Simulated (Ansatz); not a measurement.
# WS2: a stretch of c alone

Aim: apply a stretch of c alone to WS2 from -3 to +3 %, where the rest of the cell is held and the atoms relax, and follow energy, stress and any gap.

Method: DFT r2SCAN, scalar-relativistic, plane waves, PAW, in Ansatz 0.2.0.

**1. The system as given**

The structure is trigonal, space group P3m1 (No. 156). The conventional cell has a = 3.183 Å, b = 3.183 Å, c = 28.532 Å, α = 90.00°, β = 90.00°, γ = 120.00°. W (site symmetry 3m) has 6 S at 2.41 Å as nearest neighbours. Around S (site symmetry 3m) lie 3 W at 2.41 Å. Only part of the 9 independent sites is listed.

Coordinates:

```xyz
9
Lattice="3.1830 0.0000 0.0000 -1.5915 2.7565 0.0000 0.0000 0.0000 28.5322" Properties=species:S:1:pos:R:3 pbc="T T T"
W     1.5915    0.9188   18.8109
W     0.0000    1.8377   25.2662
W     0.0000    1.8377   12.3933
S     1.5915    0.9188   26.8256
S     1.5915    0.9188   13.9531
S     0.0000    1.8377   20.3706
S     1.5915    0.9188   23.7059
S     1.5915    0.9188   10.8340
S     0.0000    1.8377   17.2513
```

Source of the structure: the Materials Project (structure only).

(A quick probe on a coarse mesh, which set the mesh and smearing, is not shown.)

**3. The relaxation**

input.yaml reads:

```yaml
crystal:
  lattice:
    - [3.1829541699, 0.0, 0.0]
    - [-1.591477085, 2.7565191702, 0.0]
    - [0.0, 0.0, 28.53221786]
  atoms:
    - { symbol: W, position: [0.66666667, 0.33333333, 0.65928643] }
    - { symbol: W, position: [0.33333333, 0.66666667, 0.88553378] }
    - { symbol: W, position: [0.33333333, 0.66666667, 0.43436168] }
    - { symbol: S, position: [0.66666667, 0.33333333, 0.94018573] }
    - { symbol: S, position: [0.66666667, 0.33333333, 0.48903042] }
    - { symbol: S, position: [0.33333333, 0.66666667, 0.71395221] }
    - { symbol: S, position: [0.66666667, 0.33333333, 0.83084828] }
    - { symbol: S, position: [0.66666667, 0.33333333, 0.37971025] }
    - { symbol: S, position: [0.33333333, 0.66666667, 0.60462521] }
basis:
  ecutwfc: 500
kpoints:
  mp_grid: { grid: [12, 12, 1] }
hamiltonian:
  xc: r2scan
scf:
  occupations: { method: gaussian, width: 0.02 }
output:
  forces: true
  stress: true
  eigenvalues: true
relax:
  adjacent_minimum: "off"
  f_tol: 0.005
  max_steps: 80
  cell: { stress_tol: 0.05 }
```

On the command line:

```sh
$ ansatz run input.yaml --threads 2 --pin off --max-ram 5120MiB --backend cpu --events-out ev --progress --plain --runs-dir out
```

The session goes on with these runs: zero strain; seeking the band edges; the cell strained by -1.5 %; the gap over the whole zone at -1.5 %; strain +1.5 %; the gap over the whole zone at +1.5 %; At -3.0 %; seeking the band edges at -3.0 %; strain +3.0 %; seeking the band edges at +3.0 %.

Q: Predict the outcome of this session. Wanted: relaxed cell; volume; formation energy; largest energy gain; gap shift, negative and positive side.

As calculated:

```
                                                               quantity                                                                        value
                                                           relaxed cell  a = 3.181 Å, b = 3.181 Å, c = 28.696 Å, α = 90.00°, β = 90.00°, γ = 120.00°
                                                   space group (0.01 Å)                                                              P-6m2 (No. 187)
                                                                 volume                                                                27.95 Å³/atom
formation energy (elements from runs with the same settings, not shown)                                                                -0.90 eV/atom
                                                    largest energy gain                                                       0.0 meV/atom at +1.5 %
                                  gap shift, negative and positive side                                                             +1, -1 meV per %
```

In words: The volume hardly moved (+0.5 %). The stress does not run one way along the series, so the crystal is soft here and the free axes or atoms switch branch. One stiffness does not describe the range: the innermost pair gives (1/V) d²E/dε² = 0 GPa and a cubic fit over all points 0 GPa. The gap runs from 1.48 eV at -3.0 % through 1.48 eV at +3.0 %. These runs have no spin-orbit coupling; with W it would split and shift bands. The cell holds empty space of several Å, a single layer or slab in vacuum, so volume, pressure and the long edge depend on that space.
